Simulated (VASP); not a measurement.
Runs of VASP 6.6.1 on SiC. The structure is cubic, space group Fm-3m (No. 225). The conventional cell has a = 4.058 Å, b = 4.058 Å, c = 4.058 Å, α = 90.00°, β = 90.00°, γ = 90.00°. Si (site symmetry m-3m) is surrounded by 6 C at 2.03 Å. C (site symmetry m-3m) is surrounded by 6 Si at 2.03 Å. The cell was built by a generator and needn't be a form met in nature.

```csv
task,level,potentials or basis,cell,k mesh,cutoff (eV),by perturbation theory,mesh quality,gap on the mesh (eV),pressure (GPa),relaxed volume (Å³/atom)
relaxation of the atoms,PBE,"VASP PAW PBE potentials, release 64 (Si, C)",atoms relaxed,12 × 12 × 12,600,-,not flagged,none,0.0,-
relaxation of the atoms,LDA,"VASP PAW LDA potentials, release 64 (Si, C)",atoms relaxed from: a relaxed cell with its volume scaled by 1.06,12 × 12 × 12,600,-,not flagged,none,-14.8,-
relaxation of cell and atoms,AM05,"VASP PAW PBE potentials, release 64 (Si, C)",relaxed,12 × 12 × 12,600,-,not flagged,none,-0.2,8.18
relaxation of the atoms,PBE+D3(BJ),"VASP PAW PBE potentials, release 64 (Si, C)",atoms relaxed from: a relaxed cell with its volume scaled by 0.96,12 × 12 × 12,600,-,not flagged,none,10.4,-
relaxation of the atoms,PBEsol,"VASP PAW PBE potentials, release 64 (Si, C)",atoms relaxed from: a relaxed cell with its volume scaled by 1.06,12 × 12 × 12,600,-,not flagged,none,-14.3,-
relaxation of the atoms,PBE,"VASP PAW PBE potentials, release 64 (Si, C_s)",atoms relaxed from: a relaxed cell with its volume scaled by 0.94,6 × 6 × 6,300,-,coarse,none,-,-
relaxation of cell and atoms,PBE,"VASP PAW PBE potentials, release 64 (Si, C)",relaxed,12 × 12 × 12,600,-,not flagged,none,0.0,(a)
relaxation of cell and atoms,r2SCAN,"VASP PAW PBE potentials, release 64 (Si, C)",relaxed,12 × 12 × 12,600,-,not flagged,none,0.2,8.15
relaxation of the atoms,LDA,"VASP PAW LDA potentials, release 64 (Si, C)",atoms relaxed from: a relaxed cell with its volume scaled by 1.04,12 × 12 × 12,600,-,not flagged,none,-10.3,-
relaxation of the atoms,LDA,"VASP PAW LDA potentials, release 64 (Si, C)",atoms relaxed from: a relaxed cell with its volume scaled by 0.96,12 × 12 × 12,600,-,not flagged,none,10.7,-
relaxation of the atoms,PBEsol,"VASP PAW PBE potentials, release 64 (Si, C)",atoms relaxed from: a relaxed cell with its volume scaled by 0.94,12 × 12 × 12,600,-,not flagged,none,17.4,-
```

Alike in all rows: no spin polarisation; smearing gaussian 0.03 eV.

Estimate the missing entries.

(a) 8.35.

Caveats: some runs use coarse meshes; the relaxation stopped at its first step, so nothing moved (some runs); the PAW data sets were made with another functional, which shifts forces and pressure a little (some runs); pairwise dispersion overbinds metals, which lowers pressure and volume (some runs); the cutoff is under 1.25 times the usual one of these potentials, so pressure, stress and relaxed cells hold a basis-set (Pulay) error (some runs).

A gap of «none» marks a metal or a gap under the smearing width.
